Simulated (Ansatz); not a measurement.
Write the native input for Ansatz 0.2.0 that does the following.

```
Task                : single point
Functional          : PBE
Potentials or basis : Ansatz PAW
Cutoff              : 420 eV (not typed: the program's choice for these potentials)
k mesh              : 7 × 4 × 4
Occupations         : gaussian, width 0.05 eV
Spin                : collinear spin, antiferromagnetic start
Starting moments    : [3.0, -3.0, 0.0, 0.0, 0.0, 0.0] μB
Hubbard terms       : Cr d U = 3 eV
Hubbard projectors  : ortho-atomic (the default)
Double counting     : fll (the default)
```

CrO2:

```
Cr O
1.0
     1.38994    2.40745    0.00000
    -4.16982    2.40745    0.00000
     0.00000    0.00000    4.48452
Cr O
2 4
Direct
  0.00000 0.00000 0.00000
  0.50000 0.50000 0.00000
  0.50000 0.16667 0.25200
  0.00000 0.66667 0.25200
  0.50000 0.83333 0.74800
  0.00000 0.33333 0.74800
```

Measurements of this composition are mostly on another form, of space group No. 136.

The cell isn't the ideal one: another cell of the same crystal, with 6 atoms.

One way to write it, as run:

input.yaml

```yaml
crystal:
  lattice:
    - [1.38993923, 2.40744538, 0.0]
    - [-4.16981771, 2.40744538, 0.0]
    - [0.0, 0.0, 4.48452094]
  atoms:
    - { symbol: Cr, position: [0.0, 0.0, 0.0], spin: 3.0 }
    - { symbol: Cr, position: [0.5, 0.5, 0.0], spin: -3.0 }
    - { symbol: O, position: [0.5, 0.1666666667, 0.252] }
    - { symbol: O, position: [0.0, 0.6666666667, 0.252] }
    - { symbol: O, position: [0.5, 0.8333333333, 0.748] }
    - { symbol: O, position: [0.0, 0.3333333333, 0.748] }
hamiltonian:
  xc: pbe
  pseudopotentials: { kind: paw }
  hubbard: { sites: [{ species: Cr, l: d, u_eff: 3.0 }] }
magnetization:
  spin_polarized: true
kpoints:
  mp_grid: { grid: [7, 4, 4] }
scf:
  occupations: { method: gaussian, width: 0.05 }
output:
  forces: true
  stress: true
  eigenvalues: true
  write_density: true
  write_potential: true
  elf: true
  volumetric_format: npy
```

Potentials or basis: Ansatz PAW.

The run is started by

```sh
$ ansatz run input.yaml --threads 2 --pin off --max-ram 5632MiB --backend cpu --events-out ev --progress --plain --runs-dir out
```

Results of the run:

```yaml
Pressure: -1.6 GPa
Largest_force: 2.197 eV/Å
Band_gap_on_the_k_mesh: 0.13 eV
Net_moment: 0.00 μB per cell
Absolute_moment: 4.49 μB per cell
Site_moments: Cr +1.71, -1.71; O -0.05, +0.05 μB
```

Caveat: the magnetic or orbital state may not be the lowest; odd divisions of the mesh miss points on the zone boundary, where band edges often lie, so the gap on the mesh can be too wide; the pressure holds a Pulay correction of +0.9 GPa for the finite cutoff; forces of over 1 eV/Å show positions far from the minimum, so gaps and moduli don't describe the material at rest.

It took 89 s on 2 threads of Intel(R) Xeon(R) Processor @ 2.70GHz, with other jobs on the host, peak memory 0.95 GiB.
